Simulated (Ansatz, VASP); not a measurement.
# MgI2: 3 runs at one level of theory

```xyz
3
Lattice="4.1400 0.0000 0.0000 -2.0700 3.5853 0.0000 0.0000 0.0000 6.8800" Properties=species:S:1:pos:R:3 pbc="T T T"
I     2.0915    1.2145    5.1979
I    -0.0045    2.3627    1.6707
Mg    0.0136   -0.0215   -0.0331
```

Atoms were shifted at random by some hundredths of an Å from the given cell, which wasn't relaxed again for these runs.

Alike in all runs: task single point; functional PBEsol; k mesh 8 × 8 × 4; occupations fermi-dirac, width 0.05 eV; no spin polarisation; no spin-orbit coupling. Pressure is positive in compression and, in plane waves, holds the error of the finite cutoff, which Ansatz's Pulay term estimates and takes out.

```json
{"program and potentials": "Ansatz, Ansatz PAW", "plane-wave cutoff (eV)": "420", "notes": "potentials made for PBE, which Ansatz adapts in part; 14.67 valence electrons an atom on average", "band gap (eV)": "3.46", "pressure (GPa)": "-0.18", "largest force (eV/Å)": "0.166"}
{"program and potentials": "Ansatz, all-electron LAPW, scalar-relativistic", "plane-wave cutoff (eV)": "-", "notes": "-", "band gap (eV)": "3.47", "pressure (GPa)": "-0.18", "largest force (eV/Å)": "0.166"}
{"program and potentials": "VASP, PBE PAW files I, Mg, 520 eV", "plane-wave cutoff (eV)": "520", "notes": "potentials made for PBE; 5.33 valence electrons an atom on average", "band gap (eV)": "3.45", "pressure (GPa)": "-0.21", "largest force (eV/Å)": "0.166"}
```

Force on atom 3 (Mg), eV/Å:

| program and potentials | x | y | z |
| --- | --- | --- | --- |
| Ansatz, Ansatz PAW | -0.010 | 0.052 | 0.157 |
| Ansatz, all-electron LAPW, scalar-relativistic | -0.010 | 0.052 | 0.157 |
| VASP, PBE PAW files I, Mg, 520 eV | -0.010 | 0.052 | 0.157 |

The band gap spans 3.45 (VASP, PBE PAW files I, Mg, 520 eV) to 3.47 eV (Ansatz, all-electron LAPW, scalar-relativistic), with all-electron results at 3.47. The pressure spans -0.21 (VASP, PBE PAW files I, Mg, 520 eV) to -0.18 GPa (Ansatz, Ansatz PAW), with all-electron results at -0.18. Spin-orbit coupling, left out here, moves the band edges of heavy atoms. The gap is indirect and read on the mesh alone.

Differences between rows come from potentials, basis sets and numerical settings, since the functional is the same but for its coding. Runs on potential files found faulty are left out.
